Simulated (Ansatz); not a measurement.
# CoO (Fm-3m) in Ansatz: equation of state

Aim: energy against volume of CoO in PBE, for its equilibrium volume and stiffness.

Program: Ansatz 0.2.0. These are calculated values, not measurements. Logs are shortened: lines on timing, memory, paths and dates and some standing lists are left out, and cuts for length are marked.

## (1) The structure

The structure is cubic, space group Fm-3m (No. 225). The conventional cell has a = 4.263 Å, b = 4.263 Å, c = 4.263 Å, α = 90.00°, β = 90.00°, γ = 90.00°. Around Co (site symmetry m-3m) lie 6 O at 2.13 Å. O (site symmetry m-3m) is surrounded by 6 Co at 2.13 Å.

## (2) Single point, PBE, collinear spin, ferromagnetic start, 9.10 Å³/atom (volume scaled by 0.94)

Input file input.yaml:

```yaml
crystal:
  lattice:
    - [0.0, 2.0879877907, 2.0879877907]
    - [2.0879877907, 0.0, 2.0879877907]
    - [2.0879877907, 2.0879877907, 0.0]
  atoms:
    - { symbol: Co, position: [0.0, 0.0, 0.0], spin: 2.0 }
    - { symbol: O, position: [0.5, 0.5, 0.5] }
hamiltonian:
  xc: pbe
  pseudopotentials: { kind: paw }
magnetization:
  spin_polarized: true
kpoints:
  mp_grid: { grid: [11, 11, 11] }
scf:
  occupations: { method: fermi_dirac, width: 0.05 }
output:
  forces: true
  stress: true
  eigenvalues: true
```

Potentials or basis: Ansatz PAW.

The run is started by

```bash
$ ansatz run input.yaml --threads 1 --pin off --max-ram 2560MiB --backend cpu --events-out ev --progress --plain --runs-dir out
```

The program printed:

```text
Warning: RAYON_NUM_THREADS=1 ignored (pool sized by the plan → 1); use --threads N
Engine: ansatz 0.2.0, x86_64-unknown-linux-gnu
Pseudopotentials: kind: paw
Pseudopotential: Co, paw, valence charge 17, recommended cutoff 420 eV (normal), Co.paw.azcp
Pseudopotential: O, paw, valence charge 6, recommended cutoff 420 eV (normal), O.paw.azcp
Functional definition: PBE
  parameter kappa = 0.804
  parameter beta = 0.06672455060314922
  exchange = pbe_x(kappa = kappa, mu = beta*pi^2/3)
  correlation = pbe_c(beta = beta)
Crystal: 2 atoms, lattice volume = 18.206 Å³
Basis set: ecut = 420 eV, 339 PW (Γ), exchange–correlation on 40×40×40 points (8 copies of the dense FFT grid, shifted against one another)
Bands: 17, of which v1, the nominal top of the filled ones, is band 12 counted from 1 (11 counted from 0)
Symmetry: 48 space group operations
Space group: Fm-3m (ITA 225), of the structure as read, at distance tolerance 2.6e-5 Å
Magnetic group: BNS 225.116 (UNI 1618), of the structure as read, at distance tolerance 2.6e-5 Å
k-points: 56 of 1331
Non-local potential: Co, projectors of the file, l = 0: 3, l = 1: 2, l = 2: 3, l = 3: 1
Non-local potential: O, projectors of the file, l = 0: 2, l = 1: 2, l = 2: 1
PAW form: soft (Blöchl's): semilocal exchange-correlation on the pseudo side does not see the compensation charge
PAW one-centre angular grid: Co, 590 points (default); XC on 64 Gauss nodes
PAW one-centre angular grid: O, 110 points (default); XC on 64 Gauss nodes
Initial density: superposition of atomic densities (chi_scale 0.1, normalization cell, long waves kept (reshape's long-wave potential 0.00 eV rms))
Starting moments: Σ|m| = 2 μB on 1 of 2 sites
Initial wavefunctions: pseudopotential atomic-orbital guess
Functional: x = pbe(κ = 0.804, μ = 0.2195149727645171), c = pbe(β = 0.06672455060314922)
SCF iter   1: F=—  HF=-5690.935580 eV  |F-HF|=—  |Δ(HF+E_count)|=         —  Δρ=1.12e-1 (↑1.12e-1 ↓9.53e-2)  dr2=5.18e0  dr2_m=1.46e-1  M=2.087 μB ∫|m|=2.087 μB  β_m=0.30  ethr=3.10e-3  ⟨swp⟩=5.6  Hψ=8293  notcnv=0
Mixer restart at iter 1: flushing history
preconditioner: auto → none  [metal: Δε(μ)=0.007 eV  Ē_g=13.639 eV  σ=0.050 eV  W_gap=0.04  n_scr=8 (ndim 8)  ℏωp=33.7 eV  f_vac=0.000  D(μ)=4.81/eV (n_scr^D=112)  sad-step TF]
SCF iter   2: F=—  HF=-5691.648542 eV  |F-HF|=—  |Δ(HF+E_count)|=   7.13e-1  Δρ=7.17e-2 (↑7.17e-2 ↓5.03e-2)  dr2=6.91e-1  dr2_m=4.20e-1  M=2.404 μB ∫|m|=2.405 μB  β_m=0.39  ethr=3.10e-3  ⟨swp⟩=3.1  Hψ=4612  notcnv=0  defer=30
SCF iter   3: F=—  HF=-5692.009865 eV  |F-HF|=—  |Δ(HF+E_count)|=   3.61e-1  Δρ=4.85e-2 (↑4.49e-2 ↓4.85e-2)  dr2=7.21e-2  dr2_m=3.23e-1  M=2.619 μB ∫|m|=2.621 μB  β_m=0.33  ethr=3.00e-3  ⟨swp⟩=2.0  Hψ=3301  notcnv=0  defer=31
SCF iter   4: F=—  HF=-5691.979935 eV  |F-HF|=—  |Δ(HF+E_count)|=         —  Δρ=1.70e-2 (↑8.22e-3 ↓1.70e-2)  dr2=7.96e-2  dr2_m=5.78e-3  M=2.474 μB ∫|m|=2.479 μB  β_m=0.70  ethr=3.13e-4  ⟨swp⟩=2.2  Hψ=3173  notcnv=0  defer=34
Mixer restart at iter 4: flushing history
SCF iter   5: F=—  HF=-5692.069269 eV  |F-HF|=—  |Δ(HF+E_count)|=   8.93e-2  Δρ=4.69e-2 (↑2.47e-2 ↓4.69e-2)  dr2=2.22e-1  dr2_m=1.59e-1  M=2.789 μB ∫|m|=2.797 μB  β_m=0.33  ethr=3.13e-4  ⟨swp⟩=3.4  Hψ=4409  notcnv=0  defer=41  recentre
SCF iter   6: F=—  HF=-5692.029939 eV  |F-HF|=—  |Δ(HF+E_count)|=   3.93e-2  Δρ=1.31e-2 (↑1.19e-2 ↓1.31e-2)  dr2=8.19e-3  dr2_m=2.21e-2  M=2.616 μB ∫|m|=2.623 μB  β_m=0.76  ethr=3.13e-4  ⟨swp⟩=3.2  Hψ=3831  notcnv=0  defer=46
SCF iter   7: F=—  HF=-5692.082288 eV  |F-HF|=—  |Δ(HF+E_count)|=   5.23e-2  Δρ=2.77e-2 (↑1.39e-2 ↓2.77e-2)  dr2=6.72e-2  dr2_m=5.78e-2  M=2.774 μB ∫|m|=2.784 μB  β_m=0.28  ethr=3.56e-5  ⟨swp⟩=2.3  Hψ=4271  notcnv=0  defer=46  recentre
SCF iter   8: F=—  HF=-5692.052165 eV  |F-HF|=—  |Δ(HF+E_count)|=   3.01e-2  Δρ=1.23e-2 (↑8.97e-3 ↓1.23e-2)  dr2=3.92e-3  dr2_m=1.60e-2  M=2.676 μB ∫|m|=2.684 μB  β_m=0.20  ethr=3.56e-5  ⟨swp⟩=2.4  Hψ=3848  notcnv=0  defer=46
SCF iter   9: F=—  HF=-5692.084290 eV  |F-HF|=—  |Δ(HF+E_count)|=   3.21e-2  Δρ=5.04e-3 (↑2.41e-3 ↓5.04e-3)  dr2=2.21e-3  dr2_m=1.36e-3  M=2.726 μB ∫|m|=2.736 μB  β_m=0.43  ethr=1.70e-5  ⟨swp⟩=2.0  Hψ=3920  notcnv=0  defer=47
SCF iter  10: F=—  HF=-5692.089946 eV  |F-HF|=—  |Δ(HF+E_count)|=   5.66e-3  Δρ=1.06e-2 (↑8.64e-3 ↓1.06e-2)  dr2=2.07e-3  dr2_m=1.48e-2  M=2.792 μB ∫|m|=2.807 μB  β_m=0.34  ethr=9.60e-6  ⟨swp⟩=2.0  Hψ=3756  notcnv=0  defer=47  recentre
SCF iter  11: F=—  HF=-5692.089338 eV  |F-HF|=—  |Δ(HF+E_count)|=   6.08e-4  Δρ=1.70e-3 (↑1.24e-3 ↓1.70e-3)  dr2=5.47e-4  dr2_m=9.12e-5  M=2.760 μB ∫|m|=2.773 μB  β_m=0.67  ethr=8.98e-6  ⟨swp⟩=2.0  Hψ=3292  notcnv=0  defer=47
SCF iter  12: F=—  HF=-5692.090143 eV  |F-HF|=—  |Δ(HF+E_count)|=   8.04e-4  Δρ=1.63e-3 (↑1.61e-3 ↓1.63e-3)  dr2=1.38e-4  dr2_m=3.79e-4  M=2.772 μB ∫|m|=2.786 μB  β_m=0.84  ethr=2.38e-6  ⟨swp⟩=2.2  Hψ=2951  notcnv=0  defer=47
SCF iter  13: F=—  HF=-5692.090170 eV  |F-HF|=—  |Δ(HF+E_count)|=   2.72e-5  Δρ=4.74e-4 (↑4.74e-4 ↓4.63e-4)  dr2=2.52e-6  dr2_m=3.46e-5  M=2.774 μB ∫|m|=2.787 μB  β_m=0.92  ethr=5.99e-7  ⟨swp⟩=1.7  Hψ=2300  notcnv=0  defer=47
SCF iter  14: F=—  HF=-5692.090260 eV  |F-HF|=—  |Δ(HF+E_count)|=   9.03e-5  Δρ=2.78e-5 (↑1.49e-5 ↓2.78e-5)  dr2=3.27e-8  dr2_m=6.16e-8  M=2.773 μB ∫|m|=2.786 μB  β_m=0.96  ethr=1.10e-8  ⟨swp⟩=2.1  Hψ=2727  notcnv=0  defer=47
SCF iter  15: F=—  HF=-5692.090260 eV  |F-HF|=—  |Δ(HF+E_count)|=   6.75e-8  Δρ=8.86e-6 (↑4.24e-6 ↓8.86e-6)  dr2=6.71e-9  dr2_m=6.50e-9  M=2.773 μB ∫|m|=2.786 μB  β_m=0.98  ethr=1.42e-10  ⟨swp⟩=2.2  Hψ=3077  notcnv=0  defer=47
SCF iter  16: F=-5692.090260 eV  HF=-5692.090260 eV  |F-HF|=2.66e-9  |Δ(HF+E_count)|=   2.40e-9  Δρ=3.80e-6 (↑1.22e-6 ↓3.80e-6)  dr2=2.41e-9  dr2_m=4.15e-10  M=2.773 μB ∫|m|=2.786 μB  ethr=2.92e-11  ⟨swp⟩=3.2  Hψ=6593  notcnv=0
SCF 1 converged in 16 iterations: F = -5692.090260 eV  dr2 = 2.41e-9
SCF converged after 16 iterations
Magnetization: 2.7731 μB (12.8866 up, 10.1134 down)
Absolute magnetization: 2.7862 μB (∫|ρ↑−ρ↓|, with the PAW one-centre terms)
Spin contamination: 0.0103 ħ² per cell (⟨S²⟩ above its minimum at these occupations)
Per-site moments (μB) at R_I (Å): [(2.367840468067929, 0.8612949636637501), (0.2829938758643093, 0.8612949636637501)]
Free energy (F): -5692.090260 eV
Harris-Foulkes:  -5692.090260 eV  (|F-HF|=2.66e-9)
Internal energy: -5692.056512 eV  (E = F + TS)
E sigma→0 (E₀):  -5692.073386 eV
Entropy (-TS):   -0.033748 eV (-16.874 meV/atom)
Fermi energy:    15.112884 eV
--- Per-component energies (eV) ---
  E_band       = -280.428393
  E_kinetic    = 620.105660
  E_local      = -3344.787626  (includes V_loc(G=0)·N_el)
  E_nonlocal   = 514.660590
  E_hartree    = 1377.082116
  E_xc         = -229.374244
  E_vxc        = -294.859783  (∫ρ·V_xc dr)
  E_paw        = -1677.411876  (= ΣΔE_a)
  E_vpaw       = -529.710813  (= ΣTr[D̂ρ^β])
  E_aug_tail   = 0.002552  (compensation charges beyond the density's cutoff)
  E_ewald      = -2952.333685
  E_smearing   = -0.033748  (= −TS)
  E_closure    = -0.000000  (closes the sum)
  Σ components = -5692.090260   (vs F -5692.090260, Δ=0.00e0)
--- Forces (eV/Å), atoms counted from 1 ---
  atom   1  Co    -0.00000000     0.00000000    -0.00000000
  atom   2  O      0.00000000    -0.00000000     0.00000000
  max |Σ_I F_I| component: 2.24e-29 eV/Å
--- Stress (GPa, compression-positive) ---
        9.372277      -0.000000       0.000000
        0.000000       9.372277       0.000000
        0.000000       0.000000       9.372277
  P = ⅓ Tr σ = 9.3723 GPa (93.723 kbar)
--- Band table (eV; the first three rows and the last of 112) ---
  k-point 0 ↑: bands = ["-81.6882", "-44.9554", "-44.9554", "-44.9554", "-5.7176", "11.6626", "11.6626", "11.6626", "11.8444", "11.8444", "11.9955", "11.9955", "11.9955", "16.3482", "32.0135", "33.5954", "33.5954"]
  k-point 1 ↑: bands = ["-81.6877", "-44.9593", "-44.9559", "-44.9559", "-5.6220", "10.8069", "10.8533", "10.8533", "12.0397", "12.0397", "12.3188", "12.7109", "12.7109", "16.9224", "30.4964", "33.3210", "33.3210"]
  k-point 2 ↑: bands = ["-81.6868", "-44.9699", "-44.9573", "-44.9573", "-5.3546", "9.4609", "10.0560", "10.0560", "12.2123", "12.2123", "12.5735", "13.6136", "13.6136", "18.1267", "28.3498", "32.2344", "32.2344"]
  k-point 55 ↓: bands = ["-78.7489", "-42.1247", "-42.1220", "-42.1067", "-3.6814", "8.8410", "8.9064", "9.7643", "14.5027", "14.7893", "15.2552", "16.1200", "16.8471", "24.5192", "25.6767", "25.7763", "29.2814"]
```

It took 4.4 s on 1 thread of AMD EPYC 7B13 (Zen 3), shared host; peak memory 0.36 GiB.

Results:

- Free energy: -5692.0903 eV
- Pressure: 9.4 GPa
- Band gap on the k mesh: none (metal or under the smearing width)
- Net moment: 2.77 μB per cell
- Absolute moment: 2.79 μB per cell
- Site moments: Co +2.37; O +0.28 μB

Caveat: the pressure holds a Pulay correction of +0.8 GPa for the finite cutoff; a cell with one magnetic atom can't hold antiferromagnetic order, which such compounds often take; semilocal functionals often make such compounds metallic where correlation or magnetic order opens a gap, which also shifts bond lengths.

## (3) Single point, PBE, collinear spin, ferromagnetic start, 9.30 Å³/atom (volume scaled by 0.96)

Edit input.yaml of step 2 so:

```diff
@@ -2,5 +2,5 @@
   lattice:
-    - [0.0, 2.0879877907, 2.0879877907]
-    - [2.0879877907, 0.0, 2.0879877907]
-    - [2.0879877907, 2.0879877907, 0.0]
+    - [0.0, 2.1026924146, 2.1026924146]
+    - [2.1026924146, 0.0, 2.1026924146]
+    - [2.1026924146, 2.1026924146, 0.0]
   atoms:
```

Potentials or basis: Ansatz PAW.

The run is started by

```bash
$ ansatz run input.yaml --threads 1 --pin off --max-ram 2560MiB --backend cpu --events-out ev --progress --plain --runs-dir out
```

Wall time 3.9 s (1 thread of AMD EPYC 7B13 (Zen 3), shared host); peak memory 0.36 GiB.

The run converged. Its results:

- Free energy: -5692.1078 eV
- Pressure: 5.3 GPa
- Band gap on the k mesh: none (metal or under the smearing width)
- Net moment: 2.83 μB per cell
- Absolute moment: 2.85 μB per cell
- Site moments: Co +2.42; O +0.30 μB

Caveat: the pressure holds a Pulay correction of +0.8 GPa for the finite cutoff; a cell with one magnetic atom can't hold antiferromagnetic order, which such compounds often take; semilocal functionals often make such compounds metallic where correlation or magnetic order opens a gap, which also shifts bond lengths.

## (4) Single point, PBE, collinear spin, ferromagnetic start, 9.49 Å³/atom (volume scaled by 0.98)

Edit input.yaml of step 3 so:

```diff
@@ -2,5 +2,5 @@
   lattice:
-    - [0.0, 2.1026924146, 2.1026924146]
-    - [2.1026924146, 0.0, 2.1026924146]
-    - [2.1026924146, 2.1026924146, 0.0]
+    - [0.0, 2.1171941998, 2.1171941998]
+    - [2.1171941998, 0.0, 2.1171941998]
+    - [2.1171941998, 2.1171941998, 0.0]
   atoms:
@@ -21 +21,5 @@
   eigenvalues: true
+  write_density: true
+  write_potential: true
+  elf: true
+  volumetric_format: npy
```

The run is started by

```bash
$ ansatz run input.yaml --threads 1 --pin off --max-ram 2560MiB --backend cpu --events-out ev --progress --plain --runs-dir out
```

It took 4.5 s on 1 thread of AMD EPYC 7B13 (Zen 3), shared host; peak memory 0.37 GiB.

It converged, with:

* Free energy: -5692.1160 eV
* Pressure: 1.5 GPa
* Band gap on the k mesh: none (metal or under the smearing width)
* Net moment: 2.88 μB per cell
* Absolute moment: 2.90 μB per cell
* Site moments: Co +2.46; O +0.31 μB

Caveat: the pressure holds a Pulay correction of +0.8 GPa for the finite cutoff; a cell with one magnetic atom can't hold antiferromagnetic order, which such compounds often take; semilocal functionals often make such compounds metallic where correlation or magnetic order opens a gap, which also shifts bond lengths.

## (5) Single point, PBE, collinear spin, ferromagnetic start, 9.68 Å³/atom

Edit input.yaml of step 4 so:

```diff
@@ -2,5 +2,5 @@
   lattice:
-    - [0.0, 2.1171941998, 2.1171941998]
-    - [2.1171941998, 0.0, 2.1171941998]
-    - [2.1171941998, 2.1171941998, 0.0]
+    - [0.0, 2.1315, 2.1315]
+    - [2.1315, 0.0, 2.1315]
+    - [2.1315, 2.1315, 0.0]
   atoms:
@@ -21,5 +21 @@
   eigenvalues: true
-  write_density: true
-  write_potential: true
-  elf: true
-  volumetric_format: npy
```

The run is started by

```bash
$ ansatz run input.yaml --threads 1 --pin off --max-ram 2560MiB --backend cpu --events-out ev --progress --plain --runs-dir out
```

Run time: 4 s. Hardware: 1 thread of AMD EPYC 7B13 (Zen 3), shared host; peak memory 0.36 GiB.

It converged, with:

- Free energy: -5692.1157 eV
- Pressure: -1.8 GPa
- Band gap on the k mesh: none (metal or under the smearing width)
- Net moment: 2.93 μB per cell
- Absolute moment: 2.94 μB per cell
- Site moments: Co +2.49; O +0.32 μB

Caveat: the pressure holds a Pulay correction of +0.7 GPa for the finite cutoff; a cell with one magnetic atom can't hold antiferromagnetic order, which such compounds often take; semilocal functionals often make such compounds metallic where correlation or magnetic order opens a gap, which also shifts bond lengths.

## (6) Single point, PBE, collinear spin, ferromagnetic start, 9.88 Å³/atom (volume scaled by 1.02)

Edit input.yaml of step 5 so:

```diff
@@ -2,5 +2,5 @@
   lattice:
-    - [0.0, 2.1315, 2.1315]
-    - [2.1315, 0.0, 2.1315]
-    - [2.1315, 2.1315, 0.0]
+    - [0.0, 2.1456163054, 2.1456163054]
+    - [2.1456163054, 0.0, 2.1456163054]
+    - [2.1456163054, 2.1456163054, 0.0]
   atoms:
```

Potentials or basis: Ansatz PAW.

The run is started by

```bash
$ ansatz run input.yaml --threads 1 --pin off --max-ram 2560MiB --backend cpu --events-out ev --progress --plain --runs-dir out
```

The program printed:

```text
Warning: RAYON_NUM_THREADS=1 ignored (pool sized by the plan → 1); use --threads N
[... 9 set-up lines as earlier in the session ...]
Crystal: 2 atoms, lattice volume = 19.755 Å³
Basis set: ecut = 420 eV, 387 PW (Γ), exchange–correlation on 48×48×48 points (8 copies of the dense FFT grid, shifted against one another)
[... 45 lines left out ...]
  E_kinetic    = 616.536179
  E_local      = -3466.391828  (includes V_loc(G=0)·N_el)
  E_nonlocal   = 514.104603
  E_hartree    = 1421.841364
  E_xc         = -228.333642
  E_vxc        = -293.409184  (∫ρ·V_xc dr)
  E_paw        = -1676.794747  (= ΣΔE_a)
  E_vpaw       = -528.644785  (= ΣTr[D̂ρ^β])
  E_aug_tail   = 0.002378  (compensation charges beyond the density's cutoff)
  E_ewald      = -2873.037771
  E_smearing   = -0.033841  (= −TS)
  E_closure    = 0.000000  (closes the sum)
  Σ components = -5692.107305   (vs F -5692.107305, Δ=0.00e0)
--- Forces (eV/Å), atoms counted from 1 ---
  atom   1  Co    -0.00000000     0.00000000    -0.00000000
  atom   2  O      0.00000000    -0.00000000    -0.00000000
  max |Σ_I F_I| component: 1.41e-29 eV/Å
--- Stress (GPa, compression-positive) ---
       -4.996963      -0.000000       0.000000
       -0.000000      -4.996963      -0.000000
        0.000000       0.000000      -4.996963
  P = ⅓ Tr σ = -4.9970 GPa (-49.970 kbar)
--- Band table (eV; the first three rows and the last of 112) ---
  k-point 0 ↑: bands = ["-83.4416", "-46.7046", "-46.7046", "-46.7046", "-6.5997", "10.1713", "10.1713", "10.3758", "10.3758", "10.3758", "10.3837", "10.3837", "10.3837", "14.2489", "30.1140", "31.2914", "31.2914"]
  k-point 1 ↑: bands = ["-83.4413", "-46.7073", "-46.7050", "-46.7050", "-6.5173", "9.4730", "9.4730", "9.5024", "10.4123", "10.4123", "10.7225", "11.1299", "11.1299", "14.8359", "28.4420", "30.9612", "30.9612"]
  k-point 2 ↑: bands = ["-83.4406", "-46.7145", "-46.7060", "-46.7060", "-6.2879", "8.2585", "8.7606", "8.7606", "10.5576", "10.5576", "10.9190", "11.9287", "11.9287", "16.0329", "26.2471", "29.8198", "29.8198"]
  k-point 55 ↓: bands = ["-80.3459", "-43.7065", "-43.7046", "-43.6939", "-4.7151", "7.8606", "7.9187", "8.7238", "12.9671", "13.2098", "13.5961", "14.4043", "15.1195", "22.1815", "23.5951", "23.7001", "26.8452"]
```

Run time: 4.1 s. Hardware: 1 thread of AMD EPYC 7B13 (Zen 3), shared host; peak memory 0.36 GiB.

Results:

| Quantity | Value |
| --- | --- |
| Free energy | -5692.1073 eV |
| Pressure | -5.0 GPa |
| Band gap on the k mesh | none (metal or under the smearing width) |
| Net moment | 2.96 μB per cell |
| Absolute moment | 2.98 μB per cell |
| Site moments | Co +2.52; O +0.33 μB |

Caveat: the pressure holds a Pulay correction of +0.7 GPa for the finite cutoff; a cell with one magnetic atom can't hold antiferromagnetic order, which such compounds often take; semilocal functionals often make such compounds metallic where correlation or magnetic order opens a gap, which also shifts bond lengths.

## (7) Single point, PBE, collinear spin, ferromagnetic start, 10.07 Å³/atom (volume scaled by 1.04)

Edit input.yaml of step 6 so:

```diff
@@ -2,5 +2,5 @@
   lattice:
-    - [0.0, 2.1456163054, 2.1456163054]
-    - [2.1456163054, 0.0, 2.1456163054]
-    - [2.1456163054, 2.1456163054, 0.0]
+    - [0.0, 2.1595492692, 2.1595492692]
+    - [2.1595492692, 0.0, 2.1595492692]
+    - [2.1595492692, 2.1595492692, 0.0]
   atoms:
```

The run is started by

```bash
$ ansatz run input.yaml --threads 1 --pin off --max-ram 2560MiB --backend cpu --events-out ev --progress --plain --runs-dir out
```

It took 3.9 s on 1 thread of AMD EPYC 7B13 (Zen 3), shared host; peak memory 0.34 GiB.

It converged, with:

```
Free energy            : -5692.0917 eV
Pressure               : -7.9 GPa
Band gap on the k mesh : none (metal or under the smearing width)
Net moment             : 2.98 μB per cell
Absolute moment        : 3.00 μB per cell
Site moments           : Co +2.54; O +0.33 μB
```

Caveat: the pressure holds a Pulay correction of +0.7 GPa for the finite cutoff; a cell with one magnetic atom can't hold antiferromagnetic order, which such compounds often take; semilocal functionals often make such compounds metallic where correlation or magnetic order opens a gap, which also shifts bond lengths.

## (8) Single point, PBE, collinear spin, ferromagnetic start, 10.27 Å³/atom (volume scaled by 1.06)

Edit input.yaml of step 7 so:

```diff
@@ -2,5 +2,5 @@
   lattice:
-    - [0.0, 2.1595492692, 2.1595492692]
-    - [2.1595492692, 0.0, 2.1595492692]
-    - [2.1595492692, 2.1595492692, 0.0]
+    - [0.0, 2.173304731, 2.173304731]
+    - [2.173304731, 0.0, 2.173304731]
+    - [2.173304731, 2.173304731, 0.0]
   atoms:
```

The run is started by

```bash
$ ansatz run input.yaml --threads 1 --pin off --max-ram 2560MiB --backend cpu --events-out ev --progress --plain --runs-dir out
```

It took 13 s on 1 thread of AMD EPYC 7B13 (Zen 3), shared host; peak memory 0.62 GiB.

It converged, with:

| Property | Result |
| --- | --- |
| Free energy | -5692.0692 eV |
| Pressure | -10.6 GPa |
| Band gap on the k mesh | none (metal or under the smearing width) |
| Net moment | 2.99 μB per cell |
| Absolute moment | 3.01 μB per cell |
| Site moments | Co +2.55; O +0.33 μB |

Caveat: the pressure holds a Pulay correction of +0.7 GPa for the finite cutoff; a cell with one magnetic atom can't hold antiferromagnetic order, which such compounds often take; semilocal functionals often make such compounds metallic where correlation or magnetic order opens a gap, which also shifts bond lengths.

## (9) Equation of state, PBE, collinear spin, ferromagnetic start

Potentials or basis: Ansatz PAW.

This step only gathers the single runs of the series.

Results:

```
Equilibrium volume                      : 9.58 Å³/atom
Bulk modulus                            : 170 GPa
Pressure derivative of the bulk modulus : 2.9
```

Energy against volume, from the lowest point:
```tsv
volume (Å³/atom)	energy (meV/atom)
9.103	12.85
9.297	4.06
9.490	0.00
9.684	0.15
9.878	4.33
10.071	12.14
10.265	23.40
```
